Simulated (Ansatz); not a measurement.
# Equation of state of Bi from a dense series

```xyz
2
Lattice="2.2730 1.3123 3.9540 -2.2730 1.3123 3.9540 0.0000 -2.6246 3.9540" Properties=species:S:1:pos:R:3 pbc="T T T"
Bi    0.0000    0.0000    2.7744
Bi    0.0000    0.0000    9.0876
```

Atoms are numbered in the order listed.

The structure is an experimental refinement, used without relaxation.

No spin–orbit coupling, which matters for the heavy atoms here.

These are results of DFT, PBE, all-electron LAPW, scalar-relativistic (Ansatz 0.2.0), not measurements.

Sampling and basis: a Γ-centred 11×11×11 k mesh, Fermi–Dirac smearing of 0.03 eV, basis error target 0.25 meV/atom, no spin polarisation.

The cell is scaled evenly. Fractional coordinates are held (clamped ions).

```json
{"V (Å³/atom)": "33.260", "P (GPa)": "5.41"}
{"V (Å³/atom)": "34.675", "P (GPa)": "2.87"}
{"V (Å³/atom)": "35.029", "P (GPa)": "2.32"}
{"V (Å³/atom)": "35.383", "P (GPa)": "1.79"}
{"V (Å³/atom)": "35.737", "P (GPa)": "1.30"}
{"V (Å³/atom)": "36.091", "P (GPa)": "0.83"}
{"V (Å³/atom)": "36.798", "P (GPa)": "-0.04"}
{"V (Å³/atom)": "37.506", "P (GPa)": "-0.82"}
```

(1) Fit a third-order Birch–Murnaghan curve to the pressures.

(2) Predict the pressure at the withheld volume, 33.968 Å³/atom.

Answers

(1) P = (3B0/2)(y^(7/2) − y^(5/2))[1 + (3/4)(B0′ − 4)(y − 1)] with y = (V0/V)^(2/3) fits within 0.01 GPa for V0 = 36.764 Å³/atom, B0 = 42.9 GPa and B0′ = 4.57.

(2) There y = 1.0542, so the fit gives 4.07 GPa; the run gave 4.07 GPa.
